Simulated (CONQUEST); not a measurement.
A run of CONQUEST 1.3 is set up as follows.

File Conquest_input:

```
IO.Title GaN
IO.Coordinates coords.dat
IO.FractionalAtomicCoords T
IO.Iprint 2
IO.Iprint_init 1
General.NumberOfSpecies 2
General.PseudopotentialType hamann
AtomMove.TypeOfRun static
AtomMove.FullStress T
Grid.GridCutoff 150
DM.SolutionMethod diagon
Diag.MPMesh T
Diag.GammaCentred T
Diag.MPMeshX 8
Diag.MPMeshY 5
Diag.MPMeshZ 3
Diag.kT 0.00183747
minE.SCTolerance 1e-6
SC.MaxIters 100
IO.AtomChargeOutput T
IO.DumpChargeDensity T
IO.DumpESPot T
%block ChemicalSpeciesLabel
1 69.720 Ga
2 14.010 N
%endblock
```

coords.dat

```
    6.0689268544     0.0000000000     0.0000000000
    0.0000000000    10.5116896616     0.0000000000
    0.0000000000     0.0000000000    19.5715911166
16
  0.0000000000   0.0000000000   0.2141320000 1 T T T
  0.5000000000   0.5000000000   0.2141320000 1 T T T
  0.0000000000   0.3333333330   0.9626510000 1 T T T
  0.5000000000   0.8333333330   0.9626510000 1 T T T
  0.0000000000   0.6666666670   0.4626510000 1 T T T
  0.5000000000   0.1666666670   0.4626510000 1 T T T
  0.0000000000   0.0000000000   0.7141320000 1 T T T
  0.5000000000   0.5000000000   0.7141320000 1 T T T
  0.0000000000   0.0000000000   0.9069620000 2 T T T
  0.5000000000   0.5000000000   0.9069620000 2 T T T
  0.0000000000   0.3333333330   0.6562550000 2 T T T
  0.5000000000   0.8333333330   0.6562550000 2 T T T
  0.0000000000   0.0000000000   0.4069620000 2 T T T
  0.5000000000   0.5000000000   0.4069620000 2 T T T
  0.0000000000   0.6666666670   0.1562550000 2 T T T
  0.5000000000   0.1666666670   0.1562550000 2 T T T
```

Potentials or basis: PseudoDojo NC PBE, DZP, grid cutoff 150 Ha.

The run is started by

```console
$ OMP_NUM_THREADS=1 Conquest
```

Problem. Estimate the band gap on the k mesh.

Solution. 0.85 eV.

Problem. Predict the largest force.

Solution. 0.522 eV/Å.

Forces on the atoms (eV/Å):
```
Ga   0.000 -0.001  0.002
Ga   0.000 -0.001  0.002
Ga   0.000  0.001  0.357
Ga   0.000  0.001  0.357
Ga   0.000 -0.001  0.357
Ga   0.000 -0.001  0.357
Ga   0.000  0.001  0.002
Ga   0.000  0.001  0.002
N    0.000 -0.002  0.177
N    0.000 -0.002  0.177
N    0.000 -0.001 -0.522
N    0.000 -0.001 -0.522
N    0.000  0.002  0.177
N    0.000  0.002  0.177
N    0.000  0.001 -0.522
N    0.000  0.001 -0.522
```

Caveat: the box holds several primitive cells, so bands are folded and the points are those of the box's own zone; the basis of atomic orbitals isn't converged, which shifts pressures, moduli and gaps.

**Experimental background.**

“Studying electronic properties in GaN without electrical contacts using γ-γ vs e−-γ Perturbed Angular Correlations”, 2019, pmc:6823545 quotes, for a bulk crystal of GaN: band gap 3.503 ± 0.005 eV (direct).

Measured gap of GaN: 3.503 eV (direct; quoted in “Studying electronic properties in GaN without electrical contacts using γ-γ vs e−-γ Perturbed Angular Correlations”, 2019, pmc:6823545). This calculation gives 0.85 eV (-2.65 eV). So large a miss can be the level of theory's own, or it may mean another phase, state or a wrong row. Spin-orbit coupling on Ga is left out. The value is that of PBE in an atomic basis (PseudoDojo NC PBE, DZP, grid cutoff 150 Ha), whose error adds to the functional's,, without temperature or zero-point motion. Semilocal functionals fall short of measured gaps as a rule. The cell is a database's relaxed one, not the measured one, which moves gaps too.
